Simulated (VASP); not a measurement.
**A VASP 6.6.1 single-point calculation on KBr**

INCAR

```
IBRION = -1
NSW = 0
LREAL = .FALSE.
LASPH = .TRUE.
ISMEAR = -1
PREC = Accurate
ENCUT = 520
SIGMA = 0.02
ISIF = 2
NELM = 86
NBANDS = 12
LWAVE = .FALSE.
EDIFF = 1E-7
GGA = PE
LCHARG = .FALSE.
```

KPOINTS

```
KPOINTS created by Atomic Simulation Environment
0
Gamma
6 6 6
0 0 0
```

POSCAR

```
K  Br
 1.0000000000000000
     0.0000000000000000    3.7827197545000000    3.4887121451000001
     3.7827197545000000    0.0000000000000000    3.4887121451000001
     3.7827197545000000    3.7827197545000000    0.0000000000000000
 K   Br
   1   1
Cartesian
  0.0000000000000000  0.0000000000000000  0.0000000000000000
  1.8913598772500000  1.8913598772500000  1.7443560725500000
```

The recommended PBE PAW datasets give the neutral cell 16 valence electrons.

Command

```
mpirun -np 1 vasp_std
```

Task: How does this run end, and what does it give?

Result: It converged. Results: gap between bands v and c on the k mesh 4.25 eV; least direct gap on the k mesh 4.27 eV; pressure 0.3 GPa. Band v is the last that the valence electrons fill when counted band by band, and c is the next.

OSZICAR

```
N       E                     dE             d eps       ncg     rms          rms(c)
DAV:   1     0.103556445779E+03    0.10356E+03   -0.65569E+03   720   0.111E+03
DAV:   2     0.267588825643E+01   -0.10088E+03   -0.93539E+02   828   0.250E+02
DAV:   3    -0.596172259529E+01   -0.86376E+01   -0.85979E+01   924   0.688E+01
DAV:   4    -0.635352462713E+01   -0.39180E+00   -0.39145E+00  1380   0.127E+01
DAV:   5    -0.635428877112E+01   -0.76414E-03   -0.76413E-03   908   0.634E-01    0.317E+00
DAV:   6    -0.604434554962E+01    0.30994E+00   -0.47799E-01   872   0.332E+00    0.224E+00
DAV:   7    -0.600889054486E+01    0.35455E-01   -0.23238E-01   900   0.261E+00    0.111E+00
DAV:   8    -0.602960368776E+01   -0.20713E-01   -0.24690E-02  1004   0.127E+00    0.194E-01
DAV:   9    -0.603173083808E+01   -0.21272E-02   -0.12515E-03   928   0.227E-01    0.133E-01
DAV:  10    -0.603388441711E+01   -0.21536E-02   -0.17220E-03   756   0.287E-01    0.257E-02
DAV:  11    -0.603393039619E+01   -0.45979E-04   -0.80163E-05   896   0.721E-02    0.990E-03
DAV:  12    -0.603393943476E+01   -0.90386E-05   -0.15211E-05   800   0.360E-02    0.413E-03
DAV:  13    -0.603393964550E+01   -0.21074E-06   -0.14255E-06  1044   0.809E-03    0.168E-03
DAV:  14    -0.603393970123E+01   -0.55727E-07   -0.32125E-07   804   0.455E-03
   1 F= -.60339397E+01 E0= -.60339397E+01  d E =-.247494E-10
```

For comparison, a separate PBE run of the intended cell, on usual settings and not on those above, gives a gap of 4.25 eV on its mesh and a pressure of 0.3 GPa.
